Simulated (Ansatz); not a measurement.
Runs of Ansatz 0.2.0 on Sn. Symmetry: Im-3m, No. 229, cubic system. Conventional cell: a = 3.789 Å, b = 3.789 Å, c = 3.789 Å, α = 90.00°, β = 90.00°, γ = 90.00°. Sn (site symmetry m-3m) has 8 Sn at 3.28 Å as nearest neighbours. This isn't the form of Sn at room conditions, which is tetragonal (white tin).

```csv
task,level,cell,cutoff (eV),gap on the mesh (eV),pressure (GPa)
relaxation of cell and atoms,HSEsol,relaxed,420,none,0.0
single point,r2SCAN50,as given,500,none,(a)
single point,r2SCAN0,as given,500,none,2.0
single point,r2SCANh,as given,500,none,2.5
single point,HF,as given,420,none,11.5
```

Alike in all rows: potentials or basis Ansatz PAW; no spin polarisation; k mesh 5 × 5 × 5; smearing fermi-dirac 0.05 eV; the mesh is coarse, so values aren't converged.

Q: Estimate the missing entries.

A: (a) 1.2.

Caveats: all runs use coarse meshes; the PAW data sets come from PBE, with cores solved anew for the run's functional, which leaves a small shift of forces and pressure; the thresholds are loose for stress (some runs); the plane-wave basis is chosen anew once the cell has moved, so the energies of steps on either side of that aren't comparable (some runs).

A k mesh can miss the band edges, and the runs leave out spin-orbit coupling on Sn.

A gap of «none» marks a metal or a gap under the smearing width.
